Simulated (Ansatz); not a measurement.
# C_N in GaN (P6_3mc): convergence with the plane-wave cutoff

Aim: the (0/−1) level of C_N in GaN (P6_3mc) as a function of the plane-wave cutoff, with the cost of each choice. The model is a cell of 72 host atoms with 1 N taken out and 1 C put in; the atoms are relaxed once and then held.

Main program and level: Ansatz 0.2.0; plane-wave PAW DFT; relaxations with PBEsol, then single points with PBEsol, on supercells at fixed charge in a uniform background.

## 1. The structure

The cell holds 72 atoms: 36 Ga, 35 N and 1 C. Its edges and angles: a = 9.549 Å, b = 9.549 Å, c = 10.371 Å, α = 90.0°, β = 90.0°, γ = 120.0°. It derives from GaN (space group P6_3mc). Nearest the centre at fractional (0.556, 0.444, 0.438): C35 at 0.00 Å, Ga58 at 1.95 Å, Ga26 at 1.95 Å, Ga34 at 1.95 Å, Ga33 at 1.95 Å, N28 at 3.18 Å, N32 at 3.18 Å, N60 at 3.18 Å. The cell carries charge −1.

Structure file:

```xyz
72
Lattice="9.5486 0.0000 0.0000 -4.7743 8.2693 0.0000 0.0000 0.0000 10.3709" Properties=species:S:1:pos:R:3 pbc="T T T"
Ga    1.5914    0.9188    2.5885
Ga    0.0000    1.8376    5.1812
N     1.5914    0.9188    4.5415
N     0.0000    1.8376    1.9488
Ga    1.5914    0.9188    7.7739
Ga    0.0000    1.8376   10.3667
N     1.5914    0.9188    9.7270
N     0.0000    1.8376    7.1343
Ga    0.0000    3.6752    2.5885
Ga   -1.5915    4.5941    5.1812
N     0.0000    3.6752    4.5415
N    -1.5915    4.5941    1.9488
Ga    0.0000    3.6752    7.7739
Ga   -1.5915    4.5941   10.3667
N     0.0000    3.6752    9.7270
N    -1.5915    4.5941    7.1343
Ga   -1.5915    6.4317    2.5885
Ga   -3.1829    7.3505    5.1812
N    -1.5915    6.4317    4.5415
N    -3.1829    7.3505    1.9488
Ga   -1.5915    6.4317    7.7739
Ga   -3.1829    7.3505   10.3667
N    -1.5915    6.4317    9.7270
N    -3.1829    7.3505    7.1343
Ga    4.7743    0.9188    2.5885
Ga    3.1828    1.8376    5.1812
N     4.7743    0.9188    4.5415
N     3.1828    1.8376    1.9488
Ga    4.7743    0.9188    7.7739
Ga    3.1828    1.8376   10.3667
N     4.7743    0.9188    9.7270
N     3.1828    1.8376    7.1343
Ga    3.1829    3.6752    2.5885
Ga    1.5914    4.5941    5.1812
C     3.1829    3.6752    4.5415
N     1.5914    4.5941    1.9488
Ga    3.1829    3.6752    7.7739
Ga    1.5914    4.5941   10.3667
N     3.1829    3.6752    9.7270
N     1.5914    4.5941    7.1343
Ga    1.5915    6.4317    2.5885
Ga    0.0000    7.3505    5.1812
N     1.5915    6.4317    4.5415
N     0.0000    7.3505    1.9488
Ga    1.5915    6.4317    7.7739
Ga    0.0000    7.3505   10.3667
N     1.5915    6.4317    9.7270
N     0.0000    7.3505    7.1343
Ga    7.9572    0.9188    2.5885
Ga    6.3658    1.8376    5.1812
N     7.9572    0.9188    4.5415
N     6.3658    1.8376    1.9488
Ga    7.9572    0.9188    7.7739
Ga    6.3658    1.8376   10.3667
N     7.9572    0.9188    9.7270
N     6.3658    1.8376    7.1343
Ga    6.3658    3.6752    2.5885
Ga    4.7743    4.5941    5.1812
N     6.3658    3.6752    4.5415
N     4.7743    4.5941    1.9488
Ga    6.3658    3.6752    7.7739
Ga    4.7743    4.5941   10.3667
N     6.3658    3.6752    9.7270
N     4.7743    4.5941    7.1343
Ga    4.7743    6.4317    2.5885
Ga    3.1829    7.3505    5.1812
N     4.7743    6.4317    4.5415
N     3.1829    7.3505    1.9488
Ga    4.7743    6.4317    7.7739
Ga    3.1829    7.3505   10.3667
N     4.7743    6.4317    9.7270
N     3.1829    7.3505    7.1343
```

The host's dielectric constants go in as inputs: (5.83, 5.83, 6.02) for the electrons alone, (10.10, 10.10, 11.18) with the ions, computed on the host (DFPT, PBEsol).

The cell's shortest repeat is 9.5 Å.

## 2. Relaxing both charge states, PBEsol

The study needs fixed structures, so each charge is relaxed once, at one point at (¼, ¼, ¼), from small random displacements that break the symmetry of the site.

File qm1.relax/input.yaml:

```yaml
crystal:
  lattice:
    - [3.18286191, 0.0, 0.0]
    - [-1.59143095, 2.75643927, 0.0]
    - [0.0, 0.0, 5.18546213]
  atoms:
    - { symbol: Ga, position: [0.666667, 0.333333, 0.499179] }
    - { symbol: Ga, position: [0.333333, 0.666667, 0.999179] }
    - { symbol: "N", position: [0.666667, 0.333333, 0.875821] }
    - { symbol: "N", position: [0.333333, 0.666667, 0.375821] }
  supercell: [3, 3, 2]
  defects: [{ substitution: { at: 34, symbol: C } }]
total_charge: -1
basis:
  ecutwfc: 420
  xc_grid: 2
hamiltonian:
  xc: pbesol
  pseudopotentials: { kind: paw, azcp: { folder: soft_1 }, xc_functional: pbe }
kpoints:
  mp_grid: { grid: [1, 1, 1], shift: [0.25, 0.25, 0.25] }
scf:
  occupations: { method: fixed }
  max_iter: 80
output:
  forces: true
  charged_corrections:
    epsilon: [5.83, 5.83, 6.02]
    static_epsilon: [10.1, 10.1, 11.18]
    defect_position: [0.555556, 0.444444, 0.43791]
relax:
  f_tol: 0.015
  max_steps: 60
  random_displacement: { amplitude: 0.04, seed: 4141 }
checkpoint:
  write: "../qm1.relax.run"
  compress: false
  write_wavefunctions: true
  write_every: 100000
```

The run is started by

```
$ ansatz run input.yaml --threads 32 --pin off --max-ram 84787MiB --backend cuda --events-out ev --progress --plain --runs-dir out --max-vram 78GiB
```

Numbers of over 12 decimals in the logs are rounded to 6 here.

What it wrote:

```text
[... repeated set-up lines and file paths are left out, and long positions are rounded to six places ...]
Engine: ansatz 0.2.0, aarch64-unknown-linux-gnu
Pseudopotentials: kind: paw
Pseudopotential: Ga, paw, valence charge 13, recommended cutoff 420 eV (normal), soft_1/Ga.paw.azcp
Pseudopotential: N, paw, valence charge 5, recommended cutoff 420 eV (normal), soft_1/N.paw.azcp
Pseudopotential: C, paw, valence charge 4, recommended cutoff 420 eV (normal), soft_1/C.paw.azcp
Functional definition: PBEsol
  exchange = pbesol_x
  correlation = pbesol_c
[...]
Crystal: 72 atoms, lattice volume = 818.891 Å³
Basis set: ecut = 420 eV, 15995 PW (Γ), exchange–correlation on 128×128×144 points (8 copies of the dense FFT grid, shifted against one another)
Bands: 396, of which v1, the nominal top of the filled ones, is band 324 counted from 1 (323 counted from 0)
Symmetry: 1 space group operations
k-points: 1
Non-local potential: Ga, projectors of the file, l = 0: 2, l = 1: 2, l = 2: 3, l = 3: 1
Non-local potential: N, projectors of the file, l = 0: 2, l = 1: 2, l = 2: 1
Non-local potential: C, projectors of the file, l = 0: 2, l = 1: 2, l = 2: 1
PAW form: soft (Blöchl's): semilocal exchange-correlation on the pseudo side does not see the compensation charge
PAW frozen core: Ga, regenerated for the run's functional, and the local potential with it (the file was generated under x = pbe(κ = 0.804, μ = 0.219515), c = pbe(β = 0.066725))
PAW frozen core: N, regenerated for the run's functional, and the local potential with it (the file was generated under x = pbe(κ = 0.804, μ = 0.219515), c = pbe(β = 0.066725))
PAW frozen core: C, regenerated for the run's functional, and the local potential with it (the file was generated under x = pbe(κ = 0.804, μ = 0.219515), c = pbe(β = 0.066725))
PAW one-centre angular grid: Ga, 590 points (default); XC on 64 Gauss nodes
PAW one-centre angular grid: N, 110 points (default); XC on 64 Gauss nodes
PAW one-centre angular grid: C, 110 points (default); XC on 64 Gauss nodes
Initial density: superposition of atomic densities (chi_scale 0.1, normalization cell, long waves kept (reshape's long-wave potential 0.20 eV rms))
Initial wavefunctions: pseudopotential atomic-orbital guess
[...]
Functional: x = pbesol(κ = 0.804, μ = 0.123457), c = pbesol(β = 0.046)
SCF iter   1: F=—  HF=-148299.382621 eV  |Δ(HF+E_count)|=         —  Δρ=1.01e-1  dr2=8.16e1  Hψ=1026
preconditioner: auto → Resta (q_TF=auto, 2.624 Å⁻¹)  ε∞=4.9  [insulator: Δε(μ)=4.127 eV  Ē_g=16.691 eV  n_scr=236 (ndim 8)  ℏωp=33.0 eV  f_vac=0.000  ε∞_Penn≈4.9]
SCF iter   2: F=—  HF=-148280.021764 eV  |Δ(HF+E_count)|=    1.94e1  Δρ=4.42e-2  dr2=1.01e1  Hψ=760
[...]
SCF iter  10: F=-148277.832284 eV  HF=-148277.832284 eV  |Δ(HF+E_count)|=   2.51e-6  Δρ=9.72e-6  dr2=7.85e-7  Hψ=1341
SCF 1 converged in 10 iterations: F = -148277.832284 eV  dr2 = 7.85e-7
[...]
relax step   1: F+E_penalty+E_count = -148277.83228412 eV  Δ(F+E_penalty+E_count) = +0.000e0 eV  max|allowed force component| = 1.676e0 eV/Å  Δτ_max = 0.0000 Å  (10 SCF iters, dr2 threshold 5.63e-6 eV, accepted)
[...]
relax step   2: F+E_penalty+E_count = -148278.73261257 eV  Δ(F+E_penalty+E_count) = -9.003e-1 eV  max|allowed force component| = 6.622e-1 eV/Å  Δτ_max = 0.0459 Å  (5 SCF iters, dr2 threshold 1.00e-4 eV, accepted)
[...]
relax step   4: F+E_penalty+E_count = -148279.06333250 eV  Δ(F+E_penalty+E_count) = -1.550e-6 eV  max|allowed force component| = 1.776e-2 eV/Å  Δτ_max = 0.0000 Å  (4 SCF iters, accepted)
[...]
relax step   6: F+E_penalty+E_count = -148279.06365229 eV  Δ(F+E_penalty+E_count) = -3.198e-4 eV  max|allowed force component| = 5.021e-3 eV/Å  Δτ_max = 0.0034 Å  (6 SCF iters, accepted)
[...]
NSCF: frozen V_eff on 1 k-points
[...]
SCF converged after 6 iterations
Free energy (F): -148279.063652 eV
Harris-Foulkes:  -148279.063652 eV  (|F-HF|=1.75e-9)
Internal energy: -148279.063652 eV  (E = F + TS)
E sigma→0 (E₀):  -148279.063652 eV
Fermi energy:    9.694091 eV
--- Per-component energies (eV) ---
  E_band       = -237.849082
  E_kinetic    = 8631.320710
  E_local      = -50792.524846  (includes V_loc(G=0)·N_el)
  E_nonlocal   = -1950.096916
  E_hartree    = 32122.136342
  E_xc         = -4369.892263
  E_vxc        = -4705.460272  (∫ρ·V_xc dr)
  E_paw        = -74850.299221  (= ΣΔE_a)
  E_vpaw       = -15665.389585  (= ΣTr[D̂ρ^β])
  E_aug_tail   = 0.024585  (compensation charges beyond the density's cutoff)
  E_ewald      = -57101.803850
  E_core_change = 32.071807  (= ΣΔE_core)
  E_smearing   = -0.000000  (= −TS)
  E_closure    = 0.000000  (closes the sum)
  E_deformation_potential = -18.107939  (in the stress; not in F)
  Σ components = -148279.063652   (vs F -148279.063652, Δ=0.00e0)
--- Forces (eV/Å), atoms counted from 1 ---
  atom   1  Ga     0.00117992     0.00282382    -0.00030880
  atom   2  Ga     0.00115069     0.00016662     0.00000976
  [... 4 atoms left out ...]
  [... 66 more lines of this table ...]
  max |Σ_I F_I| component: 2.01e-5 eV/Å
--- Charged-cell corrections in eV (Makov–Payne, q = -1.000 e, ε = [10.100, 10.100, 11.180]) ---
  F (periodic)     = -148279.063652  (uncorrected; the corrections below are reported, never added to it)
  E_corr1          = +0.209922  (monopole, q²α_M/2ε̄L, of the cell on which ε is isotropic)
  F Makov-Payne    = -148278.853730  (F + E_corr1; no measured alignment; for a localised charge, not one spread in a band: unchecked)
  no potential alignment in this run, which stands beside a crystal: run the host's input off ansatz write-host-input, and read the two finished runs by ansatz place-levels (neither reads a slab, a wire or a sheet, whose cell leaves a vacuum)
--- Band table (eV) ---
  k-point 0: bands = ["-6.1974", "-6.0052", "-5.9545", "-5.8984", "-5.7617", "-5.6953", "-5.6240", "-5.6105", "-5.5965", "-5.5354", [... rest cut ...]
--- Relaxed structure (6 steps of the walk, 5 accepted, 0 SCFs on fresh bases) ---
  F+E_penalty+E_count = -148279.06365229 eV   max|allowed force component| = 5.021e-3 eV/Å
  atoms:
    - { symbol: Ga, position: [0.223509, 0.111652, 0.250369] }
    - { symbol: Ga, position: [0.111897, 0.223166, 0.498667] }
    [... 4 atoms left out ...]
  [... 66 more lines of this table ...]
```

Elapsed: 5.3 s, on 1 × NVIDIA GB200 with 32 threads of Arm Neoverse V2, shared host; peak memory 1.5 GiB.

The steps of the relaxation:

```tsv
step	energy less that of the first step (eV)	largest force component (eV/Å)
1	0.0000	1.6765
2	-0.9003	0.6622
3	-1.2310	0.0178
4	-1.2310	0.0178
5	-1.2307	0.0435
6	-1.2314	0.0050
```

Relaxation step 5 was tried and not accepted.

The atoms that moved most (Å, from the sites as typed, ahead of the random displacement, the mean shift of all atoms taken out):

```tsv
atom	dx	dy	dz	length
N60	0.013	0.003	-0.033	0.035
N28	0.004	-0.012	-0.032	0.035
N36	-0.006	0.004	-0.032	0.033
N32	0.003	-0.020	0.022	0.030
N64	0.019	0.007	0.022	0.029
Ga37	0.003	-0.002	-0.029	0.029
Ga26	-0.001	0.028	-0.004	0.028
Ga58	-0.024	-0.013	-0.005	0.028
```

Neighbours of C35 at the end:

```tsv
atom	distance (Å)
Ga34	1.920
Ga26	1.921
Ga58	1.922
Ga33	1.931
N3	3.199
N67	3.199
N11	3.199
N43	3.199
N40	3.201
N27	3.203
N59	3.204
Ga37	3.204
N36	3.204
N64	3.209
N32	3.209
N28	3.213
```

```tsv
charge	moment set (μB)	steps	largest displacement (Å)	time
−1	0	6	0.04	5.3 s
0	1	8	0.04	7.3 s
```

The relaxation ends 17 meV an atom lower than the displaced start, with a largest force component of 0.0050 eV/Å.

## 3. First setting: 250 eV

Total energies converge slowly with the cutoff, but a level is a difference between cells with the same atoms, so much of the error should cancel. The host is run again at each cutoff. The single points sample a 2×2×2 shifted mesh.

File qm1.e250/input.yaml:

```yaml
crystal:
  checkpoint: "../qm1.relax.run"
  host: checkpoint
total_charge: -1
basis:
  ecutwfc: 250
  xc_grid: 2
hamiltonian:
  xc: pbesol
  pseudopotentials: { kind: paw, azcp: { folder: soft_1 }, xc_functional: pbe }
kpoints:
  mp_grid: { grid: [2, 2, 2], shift: [0.5, 0.5, 0.5] }
scf:
  occupations: { method: fixed }
  max_iter: 80
output:
  forces: true
  charged_corrections:
    epsilon: [5.83, 5.83, 6.02]
    static_epsilon: [10.1, 10.1, 11.18]
    defect_position: [0.555556, 0.444444, 0.43791]
  eigenvalues: true
checkpoint:
  write: "../qm1.e250.run"
  compress: false
  write_wavefunctions: false
  write_every: 100000
```

What it wrote:

```text
[...]
Warning: basis.ecutwfc = 250 eV is below the records' recommended 420 eV, and the density's cutoff is lower with it unless basis.ecutrho_ratio is high enough to keep the records' density cutoff: compare with a run at a higher cutoff
crystal.checkpoint: the structure is that of <dir>, a `relax` run, at its step 6: its result, under pbesol at a charge of -1 e; 72 atoms read, 0 with a starting moment; no density is read with it (checkpoint.read); crystal.structure_sha256 for this input is
[...]
device memory: the entry about to start is reckoned to put 11.1 GiB on a device that reports 174.8 GiB free (of which the cap on the GPU budget leaves the run 78.0 GiB)
GPU FFT provider: cuFFT
GPU libraries: cuBLAS 13.8.1, cuFFT 12.4.0, cuSOLVER 12.3.2
GPU matrix products: emulated (plane waves: as basis.precision tells), large ones in fixed point in workspaces of 1.00 GiB
Crystal: 72 atoms, lattice volume = 818.891 Å³
Basis set: ecut = 250 eV, 7335 PW (Γ), exchange–correlation on 100×100×108 points (8 copies of the dense FFT grid, shifted against one another)
Bands: 396, of which v1, the nominal top of the filled ones, is band 324 counted from 1 (323 counted from 0)
[... 1 set-up line as in the run before ...]
[...]
k-points: 4 of 8 (time reversal used)
[...]
GPU buffer pool allocated for 135000 grid points (all kernels)
GPU transforms: local potential and band sums: pruned to the plane-wave sphere, on 50×50×54
[...]
SCF iter   1: F=—  HF=-148237.359592 eV  |Δ(HF+E_count)|=         —  Δρ=9.47e-2  dr2=6.80e1  Hψ=4188
[...]
SCF iter   3: F=—  HF=-148217.706156 eV  |Δ(HF+E_count)|=    2.67e0  Δρ=1.48e-2  dr2=1.69e0  Hψ=1770
automatic band count: iteration 3 solves 375 bands in place of 396: the levels show a gap, and the empty bands left out lie too high to hold charge; the band table lists the bands solved (type scf.n_extra_bands for more)
SCF iter   4: F=—  HF=-148216.917405 eV  |Δ(HF+E_count)|=   7.89e-1  Δρ=3.72e-3  dr2=1.48e-1  Hψ=2514
[...]
SCF iter  11: F=-148216.943377 eV  HF=-148216.943377 eV  |Δ(HF+E_count)|=   6.64e-8  Δρ=1.98e-6  dr2=3.22e-8  Hψ=6521
SCF 1 converged in 11 iterations: F = -148216.943377 eV  dr2 = 3.22e-8
[...]
SCF converged after 11 iterations
Free energy (F): -148216.943377 eV
[...]
Internal energy: -148216.943377 eV  (E = F + TS)
E sigma→0 (E₀):  -148216.943377 eV
Fermi energy:    9.920417 eV
[...]
--- Forces (eV/Å), atoms counted from 1 ---
  atom   1  Ga    -0.02186897    -0.00239646    -0.02280584
  atom   2  Ga    -0.01065978    -0.01063445     0.01111463
  atom   3  N      0.03208697    -0.00065753     0.01084563
  [... 3 atoms left out ...]
  [... 66 more lines of this table ...]
  max |Σ_I F_I| component: 7.34e-5 eV/Å
[...]
F Makov-Payne    = n/a  (the rows are of the electrons' constant alone; ansatz place-levels tells what screens the charge)
[...]
--- Band table (eV) ---
[...]
```

The job ended after 1.9 s (1 × NVIDIA GB200 with 32 threads; peak memory 1.2 GiB; 5.4 s of CPU time).

Both charges and the host at this setting go to place-levels, which corrects for the image charge and aligns the potentials.

File levels.e250.yaml:

```yaml
host:
  run: host.e250.run
states: [qm1.e250.run, q0_M1.e250.run]
geometry_from:
  qm1.e250.run: qm1.relax.run
  q0_M1.e250.run: q0_M1.relax.run
  host.e250.run: host.relax.run
```

The run is started by

```
$ ansatz place-levels levels.e250.yaml -- --threads 32 --pin off --max-ram 84787MiB
```

What it wrote:

```text
(0/-1) 0.256 eV above the valence edge, 1.389 eV under the conduction edge
  edges by pbesol, gap 1.645 eV; the host is sampled to repeats of 19.10 Å
  the defect's cells are sampled to repeats of 19.10 Å, like sampling
  charge 0: +0.000 eV for its dipole among its images, +0.001 omitted
  charge -1: -148216.7450 eV with its correction of +0.198 eV, at epsilon [10.1, 10.1, 11.18], aligned at sites: +0.0115 eV, mean over 33 atomic sites at or beyond 4.77 Å from the defect at [0.5556, 0.4444, 0.4379], with +0.000000 for the charge's moments and [...]
  of states[1] (q0_M1.e250.run): it set out from the moments of a save, which an earlier run chose (saved_moments_taken)
  of states[0] (qm1.e250.run): how wide its charge is, is not read beside other atoms or cores, and a band state would take no correction. [...]
```

Elapsed: 0.18 s, on 32 threads.

At this setting the gap is 1.645 eV and (0/−1) lies 0.256 eV above the valence top.

## 4. The other settings

In the defect's inputs only the studied keys change. The next input; the others follow the same pattern (350 eV, 420 eV, 500 eV, 600 eV and 750 eV):

qm1.e300/input.yaml, as its differences from qm1.e250/input.yaml of step 3:

```diff
@@ -5,3 +5,3 @@
 basis:
-  ecutwfc: 250
+  ecutwfc: 300
   xc_grid: 2
@@ -23,3 +23,3 @@
 checkpoint:
-  write: "../qm1.e250.run"
+  write: "../qm1.e300.run"
   compress: false
```

## 5. Result against cost

Times of the states on 1 × NVIDIA GB200 with 32 threads of Arm Neoverse V2, shared host; the host is run again at each setting:

```tsv
plane-wave cutoff	gap (eV)	(0/−1) above the valence top (eV)	under the conduction bottom (eV)	level less that at 750 eV (meV)	time, both charge states	time, host and placing	peak memory of a state (GiB)
250 eV	1.645	0.256	1.389	-55	4.7 s	10 s	1.3
300 eV	1.850	0.312	1.539	1	5.5 s	2.4 s	1.5
350 eV	1.871	0.312	1.559	1	5.7 s	2.6 s	1.4
420 eV	1.877	0.311	1.566	0	6.1 s	13 s	1.4
500 eV	1.878	0.311	1.567	0	6.8 s	2.3 s	1.5
600 eV	1.878	0.311	1.567	0	7.4 s	16 s	1.7
750 eV	1.878	0.311	1.567	0	8.4 s	2.8 s	1.7
```

## 6. What came out

```
(0/minus 1) level, 250 eV : 0.26 eV
(0/minus 1) level, 300 eV : 0.31 eV
(0/minus 1) level, 350 eV : 0.31 eV
(0/minus 1) level, 420 eV : 0.31 eV
(0/minus 1) level, 500 eV : 0.31 eV
(0/minus 1) level, 600 eV : 0.31 eV
(0/minus 1) level, 750 eV : 0.31 eV
```

In words: Over the settings in the table the level spans 0.056 eV; from 350 eV on, both the level and its depth under the conduction bottom lie within 0.02 eV of the reference (750 eV, 0.31 eV). The gap is off most at 250 eV, which moves it by 0.23 eV, and the level's depth under the conduction bottom by 0.18 eV. The largest miss of the level above the valence top is 55 meV, with 250 eV. The total energy of the charged cell falls by 60.5 eV over the same range, so nearly all of the basis error cancels in the level. A reference run passed through metallic iterates and ends with a narrow gap at the filling edge, so the reference itself is in doubt. Cell and atoms were held and forces were not judged; the files' recommended cutoff is 420 eV. Only the charges −1 and 0 were run, each from one start, so (0/−1) need not be a change between stable states. The host ran in cells of different size at different settings, so its times don't compare. At 250 eV a state has next to no gap at its filling edge, or overlapping levels, which makes the level less certain. What this leaves open: PBEsol makes the gap too small and tends to spread out bound carriers; force components of up to 0.48 eV/Å remain in a run at the final settings.

[Logs are printed without paths, hosts, clocks, repeated set-up lines and the standing remarks that a program may print on its own settings, such as how far it seeks lower states.]

[Hosts, paths, dates, database ids (printed as entryN), source tags and the programs' standing remarks are cut or masked in the printed files.]

[Where a table of states has a column of steps, it counts the stored structures, which are thinned; the runs took as many ionic steps or more.]

[For some hosts the program warned that the k-mesh of the response run may be too coarse for force constants and the static dielectric constant; such warnings are not shown here.]
